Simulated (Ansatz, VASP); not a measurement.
**Re in VASP and in Ansatz**

```
CELL_PARAMETERS angstrom
0.00000 1.88990 1.88990
1.88990 0.00000 1.88990
1.88990 1.88990 0.00000
ATOMIC_POSITIONS crystal
Re 0.00000 0.00000 0.00000
```

Change from the starting cell: volume scaled by 0.9, LAPW.

Alike in both runs: task single point; functional PBE; k mesh 17 × 17 × 17; occupations fermi-dirac, width 0.05 eV; no spin polarisation.

|  | VASP | Ansatz |
| --- | --- | --- |
| version | VASP 6.6.1 | Ansatz 0.2.0 |
| potentials or method | VASP PAW PBE potentials, release 64 (Re), cutoff 520 eV | all-electron LAPW, scalar-relativistic |

```tsv
	VASP	Ansatz	Ansatz less VASP
pressure (GPa)	48.5	48.1	-0.46
```

Ansatz ran all-electron here, so the differences hold the error of VASP's frozen core and of both bases.

Caveats: so large a pressure means that the cell lies far from this level's equilibrium, or that cutoff or potentials fall short (VASP). The runs have no spin-orbit coupling, so splittings on Re are missing.
